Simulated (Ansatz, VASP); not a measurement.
## Si: VASP beside Ansatz

```xyz
2
Lattice="0.0000 2.7219 2.7219 2.7219 0.0000 2.7219 2.7219 2.7219 0.0000" Properties=species:S:1:pos:R:3 pbc="T T T"
Si    2.7219    2.7219    2.7219
Si    4.0828    4.0828    4.0828
```

Alike in both runs: task single point; functional PBE; k mesh 8 × 8 × 8; occupations gaussian, width 0.025 eV; no spin polarisation.

```csv
,VASP,Ansatz
version,VASP 6.6.1,Ansatz 0.2.0
potentials or method,"VASP PAW PBE potentials, release 64 (Si), cutoff 520 eV","all-electron LAPW, scalar-relativistic"
```

|  | VASP | Ansatz | Ansatz less VASP |
| --- | --- | --- | --- |
| gap on the k mesh at the Fermi level (eV) | 0.63 | 0.63 | -0.001 |
| least direct gap on the mesh (eV) | 2.56 | 2.56 | -0.004 |
| pressure (GPa) | 1.3 | 1.3 | +0.05 |

Ansatz ran all-electron here, so the differences hold the error of VASP's frozen core and of both bases.

A k mesh can miss the band edges.
